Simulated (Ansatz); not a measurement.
Space group Cmce (No. 64). a = 7.194 Å, b = 4.017 Å, c = 8.536 Å, α = 90.00°, β = 90.00°, γ = 90.00°
```json
{"atom": "Br", "site": "8f", "symmetry": "m..", "x": "0.5000", "y": "0.1542", "z": "0.6201"}
```

Equation of state of this Br structure (not necessarily the ground state), with shape and atoms relaxed at each volume where symmetry leaves them free. Theory: DFT PBEsol, scalar-relativistic, plane waves, PAW (Ansatz 0.2.0).

Plane waves to 420 eV, a k mesh through Γ of 8×8×4 on the computed 4-atom cell and Gaussian smearing (0.02 eV); no spin polarisation.

| V (Å³/atom) | E − E(largest V) (meV/atom) | P (GPa) | gap on mesh (eV) |
| --- | --- | --- | --- |
| 28.987 | 1.52 | 0.62 | 1.18 |
| 29.912 | -0.87 | 0.27 | 1.19 |
| 30.837 | -1.59 | 0.02 | 1.20 |
| 31.762 | -1.16 | -0.17 | 1.21 |
| 32.687 | 0.00 | -0.26 | 1.22 |

Problem. Fit a third-order Birch–Murnaghan equation to E(V).

Solution. V0 = 30.89 Å³/atom, B0 = 6 GPa, B0' = 13.0. B0' is unusual or poorly fixed by this range.

The cell holds layers, and where no dispersion correction was added their binding is poorly described.